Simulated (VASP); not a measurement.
A run of VASP 6.6.1 is set up as follows.

The input POSCAR:

```
SnO
1.0
    3.8442679492      0.0000000000      0.0000000000
    0.0000000000      3.8442679492      0.0000000000
    0.0000000000      0.0000000000      4.8477688718
  Sn              O
     2     2
Direct
     0.5000000000000000    1.0000000000000000    0.2393747378955565
     0.0000000000000000    0.5000000000000000    0.7606252621044436
     0.0000000000000000    0.0000000000000000    0.0000000000000000
     0.5000000000000000    0.5000000000000000    0.0000000000000000
```

File INCAR.step1:

```
PREC = Accurate
ENCUT = 600
EDIFF = 1E-8
ISMEAR = 0
SIGMA = 0.03
LREAL = F
LASPH = T
NELM = 80
ALGO = Normal
ISIF = 3
LWAVE = F
LCHARG = F
GGA = MK
LUSE_VDW = T
AGGAC = 0.0
PARAM1 = 0.1234
PARAM2 = 0.711357
ZAB_VDW = -1.8867
KPAR = 2
IBRION = 2
NSW = 40
EDIFFG = -0.002
```

INCAR.step2

```
PREC = Accurate
ENCUT = 600
EDIFF = 1E-8
ISMEAR = 0
SIGMA = 0.03
LREAL = F
LASPH = T
NELM = 80
ALGO = Normal
ISIF = 2
LWAVE = F
LCHARG = F
GGA = MK
LUSE_VDW = T
AGGAC = 0.0
PARAM1 = 0.1234
PARAM2 = 0.711357
ZAB_VDW = -1.8867
KPAR = 2
IBRION = 6
NFREE = 2
POTIM = 0.015
NSW = 1
```

Contents of KPOINTS:

```
Automatic mesh
0
Gamma
  8 8 6
```

Potentials or basis: VASP PAW PBE potentials, release 64 (Sn_d, O).

Run with:

```console
$ cat potpaw_PBE.64/Sn_d/POTCAR potpaw_PBE.64/O/POTCAR > POTCAR
$ cp INCAR.step1 INCAR
$ mpirun -np 2 vasp_std > vasp.out
$ cp CONTCAR POSCAR
$ cp INCAR.step2 INCAR
$ mpirun -np 2 vasp_std > vasp.out
```

Question: Predict the highest phonon frequency at Γ, LO-TO splitting left out.

Answer: 444 cm⁻¹.

Phonon frequencies in cm⁻¹ (negative: imaginary):
```csv
q point,frequencies
"(0.000, 0.000, 0.000)",0 0 0 111 111 206 254 254 339 366 444 444
```
